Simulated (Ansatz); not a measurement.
Fe: relaxation of cell and atoms with HSE03

The system is Fe.

```
CELL_PARAMETERS angstrom
0.00000 1.94174 1.96511
1.49844 0.00000 1.96511
1.49844 1.94174 0.00000
ATOMIC_POSITIONS crystal
Fe 0.00000 0.00000 0.00000
```

```json
{"Program": "Ansatz 0.2.0", "Task": "relaxation of cell and atoms", "Functional": "HSE03", "Potentials or basis": "Ansatz PAW", "Cutoff": "420 eV (not typed: the program's choice for these potentials)", "k mesh": "7 × 7 × 7", "Occupations": "fermi-dirac, width 0.05 eV", "Spin": "collinear spin, ferromagnetic start", "Starting moments": "[3.0] μB"}
```

```
Relaxed volume                         : 12.40 Å³/atom
Relaxed cell                           : a = 2.871 Å, b = 2.527 Å, c = 2.527 Å, α = 69.24°, β = 55.38°, γ = 55.38°
Space group after relaxing (to 0.05 Å) : I4/mmm (No. 139)
Energy gained by relaxing              : 47.8 meV/atom
Ionic steps                            : 10
Pressure after relaxing                : 0.0 GPa
Band gap on the k mesh                 : none (metal or under the smearing width)
Net moment                             : 2.88 μB per cell
Absolute moment                        : 3.34 μB per cell
Site moments                           : Fe +3.10 μB
```

Step by step:
```
step  energy change (eV)  largest force (eV/Å)  volume (Å³)
   1              0.0000                0.0000        11.44
   2             -0.0402                0.0000        12.02
   3             -0.0463                0.0000        12.33
   4             -0.0464                0.0000        12.39
   5             -0.0464                0.0000        12.41
   6             -0.0465                0.0000        12.41
   7             -0.0465                0.0000        12.40
   8             -0.0478                0.0000        12.40
   9             -0.0478                0.0000        12.40
  10             -0.0478                0.0000        12.40
```

Final structure:
```
Fe
1.0
     0.00000    2.03002    2.03006
     1.50410    0.00000    2.03006
     1.50410    2.03002    0.00000
Fe
1
Direct
  0.00000 0.00000 0.00000
```

Levels at points of the mesh, in eV from the Fermi level:
Spin up:
```csv
k point,band 6,band 7,band 8,band 9,band 10,band 11,band 12,band 13
"(0.00, 0.00, 0.00)",-5.03,-5.03,-4.95,-3.98,-3.75,23.65,24.54,24.54
```
Spin down:
| k point | band 4 | band 5 | band 6 | band 7 | band 8 | band 9 | band 10 | band 11 |
| --- | --- | --- | --- | --- | --- | --- | --- | --- |
| (0.00, 0.00, 0.00) | -54.21 | -9.70 | 0.54 | 0.54 | 1.36 | 3.08 | 3.68 | 22.89 |

Run time: 3.5 min on 1 × NVIDIA H100 80GB HBM3 with 2 threads of AMD EPYC 7R13 Processor (Zen 3) (shared host), peak memory 1.7 GiB.

Caveat: the k mesh is coarse (spacing up to 0.44 Å⁻¹), so the values aren't converged, least of all with exact exchange; the magnetic or orbital state may not be the lowest; the plane-wave basis is chosen anew once the cell has moved, so the energies of steps on either side of that aren't comparable; the PAW data sets come from PBE, with cores solved anew for the run's functional, which leaves a small shift of forces and pressure.
